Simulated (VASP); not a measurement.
Zn:

```
Zn
1.0
    -1.56904    1.56904    1.56904
     1.56904   -1.56904    1.56904
     1.56904    1.56904   -1.56904
Zn
1
Direct
  0.00000 0.00000 0.00000
```

This isn't the form of Zn at room conditions, which is hcp.

- Program: VASP 6.6.1
- Task: single point
- Functional: PBE
- Potentials or basis: VASP PAW PBE potentials, release 64 (Zn)
- Cutoff: 520 eV
- k mesh: 12 × 12 × 12
- Occupations: fermi-dirac, width 0.05 eV
- Spin: no spin polarisation

On this cell: pressure -0.1 GPa; band gap on the k mesh none (metal or under the smearing width).

The same run follows on a disturbed copy (cell strained at random at fixed volume):

```
Zn
1.0
    -1.52714    1.56173    1.52690
     1.48647   -1.65878    1.58329
     1.56585    1.69749   -1.62395
Zn
1
Cartesian
  -0.0200 0.0572 0.0050
```

**Question.** What changes?

**Answer.** The energy (extrapolated to zero smearing) moves by -7.4 meV/atom; pressure 0.2 GPa; band gap on the k mesh none (metal or under the smearing width).

Stress tensor (GPa, compression positive):
```
-0.96  0.53  0.25
 0.53  0.84 -1.18
 0.25 -1.18  0.67
```

The energy falls, though the first cell shows no forces: that form is unstable against this distortion, unless noise or another electronic state is at work.
